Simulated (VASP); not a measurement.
# Ba8O7 (a cell with a defect): single point with PBE

Crystal: Ba8O7 (a cell with a defect).

```
Ba O
1.0
     0.00000    5.45922    5.45922
     5.45922    0.00000    5.45922
     5.45922    5.45922    0.00000
Ba O
8 7
Direct
  0.04299 0.95498 0.00121
  0.02685 0.97129 0.50116
  0.97434 0.47626 0.01358
  0.97435 0.47628 0.53620
  0.52147 0.02391 0.98892
  0.52150 0.02391 0.46609
  0.45278 0.54516 0.00123
  0.46911 0.52899 0.50116
  0.23233 0.25593 0.25607
  0.26362 0.24427 0.74625
  0.24795 0.75019 0.26250
  0.24800 0.75016 0.73980
  0.74802 0.25020 0.00107
  0.75380 0.73450 0.25604
  0.74208 0.76574 0.74630
```

```json
{
  "Program": "VASP 6.6.1",
  "Task": "single point",
  "Functional": "PBE",
  "Potentials or basis": "VASP PAW PBE potentials, release 64 (Ba_sv, O)",
  "Cutoff": "520 eV",
  "k mesh": "2 × 2 × 2",
  "Occupations": "methfessel-paxton, width 0.15 eV",
  "Spin": "no spin polarisation"
}
```

| Quantity | Value |
| --- | --- |
| Pressure | 8.1 GPa |
| Largest force | 0.349 eV/Å |
| Band gap on the k mesh | none (metal or under the smearing width) |

Forces on the atoms (eV/Å):
```
Ba  -0.246  0.248 -0.003
Ba   0.162 -0.163 -0.011
Ba   0.018  0.005 -0.032
Ba  -0.005 -0.018 -0.032
Ba  -0.026 -0.013  0.032
Ba   0.013  0.026  0.033
Ba   0.248 -0.245  0.006
Ba  -0.162  0.161  0.001
O   -0.012  0.011  0.049
O    0.011 -0.011 -0.047
O   -0.057 -0.057 -0.001
O    0.056  0.055 -0.001
O   -0.002  0.000  0.003
O    0.010 -0.011  0.046
O   -0.010  0.011 -0.045
```

Stress tensor (GPa, compression positive):
```
10.56 -3.73  0.00
-3.73 10.56  0.00
 0.00  0.00  3.23
```

Levels at points of the mesh, in eV from the Fermi level:
```csv
k point,band 59,band 60,band 61,band 62,band 63,band 64
"(0.00, 0.00, 0.00)",-2.68,-2.68,-0.84,-0.69,-0.42,0.04
"(0.50, 0.00, 0.00)",-3.25,-2.84,-0.05,0.37,0.46,0.79
"(0.00, 0.50, 0.00)",-3.25,-2.84,-0.05,0.37,0.46,0.79
"(0.00, 0.00, 0.50)",-3.26,-2.66,-0.14,0.48,0.59,0.65
"(0.50, 0.50, 0.50)",-3.26,-2.66,-0.14,0.48,0.59,0.65
"(0.50, 0.50, 0.00)",-2.79,-2.69,-0.30,0.38,0.51,0.97
"(0.00, 0.50, 0.50)",-2.77,-2.76,0.08,0.22,0.27,0.49
"(0.50, 0.00, 0.50)",-2.77,-2.76,0.08,0.22,0.27,0.49
```

It took 7.5 min on 1 thread of Intel(R) Xeon(R) Platinum 8488C (Sapphire Rapids), on a shared host, peak memory 0.53 GiB.

Caveat: the k mesh is coarse (spacing up to 0.50 Å⁻¹), so the values aren't converged. Spin-orbit coupling is left out, which matters for the levels of Ba.
